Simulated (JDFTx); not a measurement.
# KCl (Pm-3m) in JDFTx: equation of state

Aim: energy against volume of KCl in PBE, for its equilibrium volume and stiffness.

All numbers are computed with JDFTx 1.7.0 (patched build); they aren't measurements. Logs are shortened: lines on timing, memory, paths and dates and some standing lists are left out, and cuts for length are marked. The log counts tension as positive stress, the text compression.

## Step 1: The crystal as given

It takes space group Pm-3m (No. 221, cubic). The conventional cell has a = 3.839 Å, b = 3.839 Å, c = 3.839 Å, α = 90.00°, β = 90.00°, γ = 90.00°. Around K (site symmetry m-3m) lie 8 Cl at 3.32 Å. Cl (site symmetry m-3m) has 8 K at 3.32 Å as nearest neighbours.

Measurements of this composition are mostly on another form, of space group No. 225.

## Step 2: Equation of state, PBE, 26.60 Å³/atom (volume scaled by 0.94)

KCl.in

```
lattice \
    7.1069256059     0.0000000000     0.0000000000 \
    0.0000000000     7.1069256059     0.0000000000 \
    0.0000000000     0.0000000000     7.1069256059
coords-type Lattice
ion K      0.0000000000     0.0000000000     0.0000000000 1
ion Cl     0.5000000000     0.5000000000     0.5000000000 1

ion-species pseudo/K.upf
ion-species pseudo/Cl.upf
elec-cutoff 37 296
elec-ex-corr gga-PBE
kpoint-folding 7 7 7
elec-smearing Fermi 0.0018374661
elec-n-bands 14
electronic-SCF nIterations 100 energyDiffThreshold 1e-09
electronic-minimize nIterations 30 energyDiffThreshold 1e-7
forces-output-coords Cartesian

dump-name run.$VAR
dump End Ecomponents EigStats BandEigs Kpoints Forces Stress
```

Potentials or basis: PseudoDojo-SR-PBE-0.5-standard.

On the command line:

```sh
> jdftx -c 1 -i KCl.in -o KCl.out
```

Standard output:

```text
*************** JDFTx 1.7.0 (patched build) ***************

Input parsed successfully to the following command list (including defaults):
[... the input with its defaults ...]

---------- Setting up symmetries ----------

Found 48 point-group symmetries of the bravais lattice
Found 48 space-group symmetries with basis
Applied RMS atom displacement 0 bohrs to make symmetries exact.

---------- Initializing the Grid ----------
R =
[      7.10693            0            0  ]
[            0      7.10693            0  ]
[            0            0      7.10693  ]
unit cell volume = 358.959
G =
[   0.884093          0          0  ]
[          0   0.884093          0  ]
[          0          0   0.884093  ]
Minimum fftbox size, Smin = [  56  56  56  ]
Chosen fftbox size, S = [  56  56  56  ]

---------- Initializing tighter grid for wavefunction operations ----------
R =
[      7.10693            0            0  ]
[            0      7.10693            0  ]
[            0            0      7.10693  ]
unit cell volume = 358.959
G =
[   0.884093          0          0  ]
[          0   0.884093          0  ]
[          0          0   0.884093  ]
Minimum fftbox size, Smin = [  40  40  40  ]
Chosen fftbox size, S = [  40  40  40  ]

---------- Exchange Correlation functional ----------
Initalized PBE GGA exchange.
Initalized PBE GGA correlation.

---------- Setting up pseudopotentials ----------
Width of ionic core gaussian charges (only for fluid interactions / plotting) set to 0

Reading pseudopotential file 'pseudo/K.upf':
  'K' pseudopotential, 'PBE' functional
  Generated using ONCVPSP code by D. R. Hamann
  9 valence electrons, 3 orbitals, 6 projectors, 1001 radial grid points, with lMax = 2
    3S    l: 0   occupation:  2.0   eigenvalue: -1.298836
    3P    l: 1   occupation:  6.0   eigenvalue: -0.691386
    4S    l: 0   occupation:  1.0   eigenvalue: -0.085223
  WARNING: large normalization error in atomic orbital 2s (integral: 0.980832).
  Core radius for overlap checks: 1.56 bohrs.

Reading pseudopotential file 'pseudo/Cl.upf':
  'Cl' pseudopotential, 'PBE' functional
  Generated using ONCVPSP code by D. R. Hamann
  7 valence electrons, 2 orbitals, 6 projectors, 1001 radial grid points, with lMax = 2
    3S    l: 0   occupation:  2.0   eigenvalue: -0.760417
    3P    l: 1   occupation:  5.0   eigenvalue: -0.315867
  Core radius for overlap checks: 1.71 bohrs.

Initialized 2 species with 2 total atoms.

Folded 1 k-points by 7x7x7 to 343 k-points.

---------- Setting up k-points, bands, fillings ----------
Reduced to 20 k-points under symmetry.
Computing the number of bands and number of electrons
Calculating initial fillings.
nElectrons:  16.000000   nBands: 14   nStates: 20

----- Setting up reduced wavefunction bases (one per k-point) -----
average nbasis = 3858.335 , ideal nbasis = 3858.708

---------- Setting up ewald sum ----------
Optimum gaussian width for ewald sums = 2.525923 bohr.
Real space sum over 1331 unit cells with max indices [  5  5  5  ]
Reciprocal space sum over 2197 terms with max indices [  6  6  6  ]

---------- Allocating electronic variables ----------
Initializing wave functions:  linear combination of atomic orbitals
Note: number of bands (14) exceeds available atomic orbitals (9)
K pseudo-atom occupations:   s ( 2 1 )  p ( 6 )
Cl pseudo-atom occupations:   s ( 2 )  p ( 5 )
	FillingsUpdate:  mu: +0.265797841  nElectrons: 16.000000
LCAOMinimize: Iter:   0  F: -43.5281701493824045  |grad|_K:  3.168e-03  alpha:  1.000e+00
	FillingsUpdate:  mu: +0.258016343  nElectrons: 16.000000
LCAOMinimize: Iter:   1  F: -43.5422312818390651  |grad|_K:  5.018e-05  alpha:  6.434e-01  linmin: -2.064e-01  cgtest:  8.619e-01
LCAOMinimize: Encountered beta<0, resetting CG.
[... 5 lines of inner loops ...]
	FillingsUpdate:  mu: +0.257925513  nElectrons: 16.000000
LCAOMinimize: Iter:   4  F: -43.5422346008033543  |grad|_K:  1.076e-08  alpha:  8.468e-01  linmin: -3.381e-02  cgtest:  1.763e-01
LCAOMinimize: Encountered beta<0, resetting CG.
LCAOMinimize: Converged (|Delta F|<1.000000e-06 for 2 iters).

-------- Electronic minimization -----------
Will mix electronic density at each iteration.
	FillingsUpdate:  mu: +0.257925513  nElectrons: 16.000000
	FillingsUpdate:  mu: +0.241415085  nElectrons: 16.000000
SCF: Cycle:  0   F: -43.558377461540289   dF: -1.614e-02   |Residual|: 7.962e-02   |deigs|: 2.755e-01
	FillingsUpdate:  mu: +0.238442949  nElectrons: 16.000000
SCF: Cycle:  1   F: -43.568763711524511   dF: -1.039e-02   |Residual|: 2.036e-02   |deigs|: 2.282e-02
	FillingsUpdate:  mu: +0.237282859  nElectrons: 16.000000
SCF: Cycle:  2   F: -43.570020618404904   dF: -1.257e-03   |Residual|: 5.450e-03   |deigs|: 8.086e-03
	FillingsUpdate:  mu: +0.237067879  nElectrons: 16.000000
SCF: Cycle:  3   F: -43.570110921752423   dF: -9.030e-05   |Residual|: 1.313e-03   |deigs|: 2.766e-03
	FillingsUpdate:  mu: +0.237025257  nElectrons: 16.000000
SCF: Cycle:  4   F: -43.570128676958490   dF: -1.776e-05   |Residual|: 1.198e-03   |deigs|: 1.202e-03
	FillingsUpdate:  mu: +0.237088860  nElectrons: 16.000000
SCF: Cycle:  5   F: -43.570132227981148   dF: -3.551e-06   |Residual|: 1.397e-04   |deigs|: 4.235e-04
	FillingsUpdate:  mu: +0.237099105  nElectrons: 16.000000
SCF: Cycle:  6   F: -43.570133371696706   dF: -1.144e-06   |Residual|: 7.425e-05   |deigs|: 3.220e-04
	FillingsUpdate:  mu: +0.237108346  nElectrons: 16.000000
SCF: Cycle:  7   F: -43.570133886490432   dF: -5.148e-07   |Residual|: 2.395e-05   |deigs|: 5.014e-04
	FillingsUpdate:  mu: +0.237109995  nElectrons: 16.000000
SCF: Cycle:  8   F: -43.570134070123643   dF: -1.836e-07   |Residual|: 1.705e-05   |deigs|: 2.952e-04
	FillingsUpdate:  mu: +0.237105748  nElectrons: 16.000000
SCF: Cycle:  9   F: -43.570134171100747   dF: -1.010e-07   |Residual|: 3.838e-05   |deigs|: 3.680e-04
	FillingsUpdate:  mu: +0.237114408  nElectrons: 16.000000
SCF: Cycle: 10   F: -43.570134197505077   dF: -2.640e-08   |Residual|: 7.534e-06   |deigs|: 4.395e-04
	FillingsUpdate:  mu: +0.237117542  nElectrons: 16.000000
SCF: Cycle: 11   F: -43.570134213116461   dF: -1.561e-08   |Residual|: 2.690e-06   |deigs|: 6.657e-04
	FillingsUpdate:  mu: +0.237118050  nElectrons: 16.000000
SCF: Cycle: 12   F: -43.570134216841986   dF: -3.726e-09   |Residual|: 1.386e-06   |deigs|: 3.826e-04
	FillingsUpdate:  mu: +0.237118061  nElectrons: 16.000000
SCF: Cycle: 13   F: -43.570134219283617   dF: -2.442e-09   |Residual|: 2.243e-06   |deigs|: 1.196e-03
	FillingsUpdate:  mu: +0.237118613  nElectrons: 16.000000
SCF: Cycle: 14   F: -43.570134219836710   dF: -5.531e-10   |Residual|: 6.033e-07   |deigs|: 4.589e-04
	FillingsUpdate:  mu: +0.237118736  nElectrons: 16.000000
SCF: Cycle: 15   F: -43.570134220184585   dF: -3.479e-10   |Residual|: 1.498e-07   |deigs|: 3.995e-04
SCF: Converged (|Delta E|<1.000000e-09 for 2 iters).

Setting wave functions to eigenvectors of Hamiltonian

# Stress tensor in Cartesian coordinates [Eh/a0^3]:
[ -4.26047e-05            0            0  ]
[            0 -4.26047e-05            0  ]
[            0            0 -4.26047e-05  ]

# Ionic positions in lattice coordinates:
ion K   0.000000000000000   0.000000000000000   0.000000000000000 1
ion Cl   0.500000000000000   0.500000000000000   0.500000000000000 1

# Forces in Cartesian coordinates:
force K   0.000000000000000   0.000000000000000   0.000000000000000 1
force Cl   0.000000000000000   0.000000000000000   0.000000000000000 1

# Energy components:
   Eewald =      -33.0587817160998867
       EH =        8.4270502471707758
     Eloc =      -33.3804221931242253
      Enl =        6.4381546509592917
      Exc =      -10.9426216144000747
 Exc_core =        3.0223536100584161
       KE =       15.9241327952511167
-------------------------------------
     Etot =      -43.5701342201845847
       TS =        0.0000000000000011
-------------------------------------
        F =      -43.5701342201845847

IonicMinimize: Iter:   0  F: -43.570134220184585  |grad|_K:  2.110e-41
IonicMinimize: Converged (|grad|_K<1.000000e-04).

#--- Lowdin population analysis ---
# oxidation-state K +0.744
# oxidation-state Cl -0.683

Dumping 'run.eigStats' ...
	eMin: -0.928176 at state 0 ( [ +0.000000 +0.000000 +0.000000 ] spin 0 )
	HOMO: +0.098265 at state 9 ( [ +0.000000 +0.428571 +0.428571 ] spin 0 )
	mu  : +0.237119
	LUMO: +0.285416 at state 0 ( [ +0.000000 +0.000000 +0.000000 ] spin 0 )
	eMax: +0.520548 at state 2 ( [ +0.000000 +0.000000 +0.285714 ] spin 0 )
	HOMO-LUMO gap: +0.187151
	Optical gap  : +0.194129 at state 0 ( [ +0.000000 +0.000000 +0.000000 ] spin 0 )
Done!
[note: mu as printed may lie anywhere between the filled and the empty levels]
```

Wall time 42 s (1 thread of Arm Neoverse V2, shared host); peak memory 0.11 GiB.

Results:

```yaml
Free_energy: -1185.6038 eV
Pressure: 1.3 GPa
Band_gap_on_the_k_mesh: 5.09 eV, indirect (least direct gap 5.28 eV)
Loewdin_charges: K +0.74; Cl -0.68 e
```

Caveat: an odd mesh through Γ misses points on the zone boundary, where band edges often lie.

## Step 3: Equation of state, PBE, 27.16 Å³/atom (volume scaled by 0.96)

Changes to KCl.in since step 2:

```diff
@@ -1,5 +1,5 @@
 lattice \
-    7.1069256059     0.0000000000     0.0000000000 \
-    0.0000000000     7.1069256059     0.0000000000 \
-    0.0000000000     0.0000000000     7.1069256059
+    7.1569760269     0.0000000000     0.0000000000 \
+    0.0000000000     7.1569760269     0.0000000000 \
+    0.0000000000     0.0000000000     7.1569760269
 coords-type Lattice
```

Potentials or basis: PseudoDojo-SR-PBE-0.5-standard.

On the command line:

```sh
> jdftx -c 1 -i KCl.in -o KCl.out
```

Run time: 42 s. Hardware: 1 thread of Arm Neoverse V2, shared host; peak memory 0.11 GiB.

It converged, with:

```
Free energy            : -1185.6109 eV
Pressure               : 0.8 GPa
Band gap on the k mesh : 5.00 eV, indirect (least direct gap 5.18 eV)
Loewdin charges        : K +0.74; Cl -0.69 e
```

Caveat: an odd mesh through Γ misses points on the zone boundary, where band edges often lie.

## Step 4: Equation of state, PBE, 27.73 Å³/atom (volume scaled by 0.98)

Changes to KCl.in since step 3:

```diff
@@ -1,5 +1,5 @@
 lattice \
-    7.1569760269     0.0000000000     0.0000000000 \
-    0.0000000000     7.1569760269     0.0000000000 \
-    0.0000000000     0.0000000000     7.1569760269
+    7.2063360419     0.0000000000     0.0000000000 \
+    0.0000000000     7.2063360419     0.0000000000 \
+    0.0000000000     0.0000000000     7.2063360419
 coords-type Lattice
```

On the command line:

```sh
> jdftx -c 1 -i KCl.in -o KCl.out
```

It took 43 s on 1 thread of Arm Neoverse V2, shared host; peak memory 0.11 GiB.

The run converged. Its results:

```yaml
Free_energy: -1185.6147 eV
Pressure: 0.3 GPa
Band_gap_on_the_k_mesh: 4.91 eV, indirect (least direct gap 5.09 eV)
Loewdin_charges: K +0.74; Cl -0.69 e
```

Caveat: an odd mesh through Γ misses points on the zone boundary, where band edges often lie.

## Step 5: Equation of state, PBE, 28.29 Å³/atom

Changes to KCl.in since step 4:

```diff
@@ -1,5 +1,5 @@
 lattice \
-    7.2063360419     0.0000000000     0.0000000000 \
-    0.0000000000     7.2063360419     0.0000000000 \
-    0.0000000000     0.0000000000     7.2063360419
+    7.2550289788     0.0000000000     0.0000000000 \
+    0.0000000000     7.2550289788     0.0000000000 \
+    0.0000000000     0.0000000000     7.2550289788
 coords-type Lattice
```

On the command line:

```sh
> jdftx -c 1 -i KCl.in -o KCl.out
```

It took 44 s on 1 thread of Arm Neoverse V2, shared host; peak memory 0.12 GiB.

Results (log left out):

- Free energy: -1185.6156 eV
- Pressure: -0.1 GPa
- Band gap on the k mesh: 4.82 eV, indirect (least direct gap 5.00 eV)
- Loewdin charges: K +0.75; Cl -0.69 e

Caveat: an odd mesh through Γ misses points on the zone boundary, where band edges often lie.

## Step 6: Equation of state, PBE, 28.86 Å³/atom (volume scaled by 1.02)

Changes to KCl.in since step 5:

```diff
@@ -1,5 +1,5 @@
 lattice \
-    7.2550289788     0.0000000000     0.0000000000 \
-    0.0000000000     7.2550289788     0.0000000000 \
-    0.0000000000     0.0000000000     7.2550289788
+    7.3030769286     0.0000000000     0.0000000000 \
+    0.0000000000     7.3030769286     0.0000000000 \
+    0.0000000000     0.0000000000     7.3030769286
 coords-type Lattice
```

Potentials or basis: PseudoDojo-SR-PBE-0.5-standard.

On the command line:

```sh
> jdftx -c 1 -i KCl.in -o KCl.out
```

Wall time 44 s (1 thread of Arm Neoverse V2, shared host); peak memory 0.12 GiB.

The run converged. Its results:

```yaml
Free_energy: -1185.6139 eV
Pressure: -0.4 GPa
Band_gap_on_the_k_mesh: 4.74 eV, indirect (least direct gap 4.92 eV)
Loewdin_charges: K +0.75; Cl -0.69 e
```

Caveat: an odd mesh through Γ misses points on the zone boundary, where band edges often lie.

## Step 7: Equation of state, PBE, 29.43 Å³/atom (volume scaled by 1.04)

Changes to KCl.in since step 6:

```diff
@@ -1,5 +1,5 @@
 lattice \
-    7.3030769286     0.0000000000     0.0000000000 \
-    0.0000000000     7.3030769286     0.0000000000 \
-    0.0000000000     0.0000000000     7.3030769286
+    7.3505008348     0.0000000000     0.0000000000 \
+    0.0000000000     7.3505008348     0.0000000000 \
+    0.0000000000     0.0000000000     7.3505008348
 coords-type Lattice
```

On the command line:

```sh
> jdftx -c 1 -i KCl.in -o KCl.out
```

Wall time 76 s (1 thread of Arm Neoverse V2, shared host); peak memory 0.13 GiB.

Results (log left out):

```yaml
Free_energy: -1185.6098 eV
Pressure: -0.7 GPa
Band_gap_on_the_k_mesh: 4.66 eV, indirect (least direct gap 4.83 eV)
Loewdin_charges: K +0.75; Cl -0.69 e
```

Caveat: an odd mesh through Γ misses points on the zone boundary, where band edges often lie.

## Step 8: Equation of state, PBE, 29.99 Å³/atom (volume scaled by 1.06)

Changes to KCl.in since step 7:

```diff
@@ -1,5 +1,5 @@
 lattice \
-    7.3505008348     0.0000000000     0.0000000000 \
-    0.0000000000     7.3505008348     0.0000000000 \
-    0.0000000000     0.0000000000     7.3505008348
+    7.3973205738     0.0000000000     0.0000000000 \
+    0.0000000000     7.3973205738     0.0000000000 \
+    0.0000000000     0.0000000000     7.3973205738
 coords-type Lattice
```

On the command line:

```sh
> jdftx -c 1 -i KCl.in -o KCl.out
```

Wall time 72 s (1 thread of Arm Neoverse V2, shared host); peak memory 0.13 GiB.

It converged, with:

| Quantity | Value |
| --- | --- |
| Free energy | -1185.6037 eV |
| Pressure | -1.0 GPa |
| Band gap on the k mesh | 4.59 eV, indirect (least direct gap 4.76 eV) |
| Loewdin charges | K +0.75; Cl -0.69 e |

Caveat: an odd mesh through Γ misses points on the zone boundary, where band edges often lie.

## Step 9: Equation of state, PBE

Potentials or basis: PseudoDojo-SR-PBE-0.5-standard.

No new run: the results of the series are fitted here.

Results:

| Item | Value |
| --- | --- |
| Equilibrium volume | 28.19 Å³/atom |
| Bulk modulus | 18.7 GPa |
| Pressure derivative of the bulk modulus | 4.8 |

Energy against volume, from the lowest point:
```csv
volume (Å³/atom),energy (meV/atom)
26.596,5.91
27.162,2.36
27.728,0.44
28.294,0.00
28.860,0.85
29.426,2.87
29.991,5.91
```
